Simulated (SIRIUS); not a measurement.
HgSe: equation of state with PBEsol

**What was measured.**

From “The pseudo-binary mercury chalcogenide alloy HgSe0.7S0.3 at high pressure: a mechanism of the zinc blende/cinnabar reconstructive phase transition”, 2002, arxiv:cond-mat/0209548, for a bulk crystal of HgSe: bulk modulus 51.6 ± 0.2 GPa.

The system is HgSe.

```
CELL_PARAMETERS angstrom
0.00000 3.03900 3.03900
3.03900 0.00000 3.03900
3.03900 3.03900 0.00000
ATOMIC_POSITIONS crystal
Hg 0.00000 0.00000 0.00000
Se 0.75000 0.75000 0.75000
```

- Program: SIRIUS 7.12.0
- Task: equation of state
- Functional: PBEsol
- Potentials or basis: all-electron FP-LAPW
- Cutoff: 184 eV
- Basis: apw+lo standard
- k mesh: 8 × 8 × 8
- Occupations: fermi-dirac, width 0.05 eV
- Spin: no spin polarisation

```yaml
Equilibrium_volume: 28.84 Å³/atom
Bulk_modulus: 53 GPa
Pressure_derivative_of_the_bulk_modulus: "4.1 (rough: it moves with the points fitted)"
```

Energy against volume, from the lowest point:
```
volume (Å³/atom)  energy (meV/atom)
          26.383              39.82
          26.944              22.91
          27.505              10.50
          28.067               3.28
          28.628               0.00
          29.189               0.28
          29.751               4.19
```

All runs of the series together: 11 min on 1 thread of Intel(R) Xeon(R) Platinum 8488C (Sapphire Rapids), on a shared host.

A measured bulk modulus of HgSe is 51.6 GPa (quoted in “The pseudo-binary mercury chalcogenide alloy HgSe0.7S0.3 at high pressure: a mechanism of the zinc blende/cinnabar reconstructive phase transition”, 2002, arxiv:cond-mat/0209548); the calculated 53 GPa misses it by +2.7 %. The fit is for a static lattice scaled at fixed shape and fixed fractional positions.

Spin-orbit coupling is left out, which matters for the levels of Hg.
